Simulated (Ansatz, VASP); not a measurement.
FeO (Wuestite): VASP beside Ansatz

```xyz
2
Lattice="0.0000 2.2582 2.2582 2.2582 0.0000 2.2582 2.2582 2.2582 0.0000" Properties=species:S:1:pos:R:3 pbc="T T T"
Fe    0.0000    0.0000    0.0000
O     2.2582    2.2582    2.2582
```

Alike in both runs: task single point; functional LDA; k mesh 11 × 11 × 11; occupations tetrahedron; collinear spin; Hubbard terms Fe d U = 2.0 eV.

|  | VASP | Ansatz |
| --- | --- | --- |
| version | VASP 6.6.1 | Ansatz 0.2.0 |
| potentials or method | VASP PAW LDA potentials, release 64 (Fe, O) | JTH PAW LDA |
| plane-wave cutoff (eV) | 520 | 1380 |
| valence electrons in the cell | 14 | 22 |

|  | VASP | Ansatz | Ansatz less VASP |
| --- | --- | --- | --- |
| gap on the k mesh at the Fermi level (eV) | none | none | - |
| net moment per atom (μB) | 2.00 | 2.00 | +0.001 |
| size of the moment on the site where the two differ most (μB) | 3.69 | 3.52 | -0.173 |

Site moments also hang on the region over which each program counts them. The programs project onto different local orbitals, so the same U acts differently. A gap of «none» marks a metal or a gap that the smearing closes. The two sets of potentials don't hold the same shells in valence.

Caveats: a cell with one magnetic atom can't hold antiferromagnetic order, which such compounds often take; the magnetic or orbital state may not be the lowest (Ansatz); with tetrahedron occupations forces and stress needn't match the slope of the energy (Ansatz). The state reached can hang on the start; a lower one may exist.
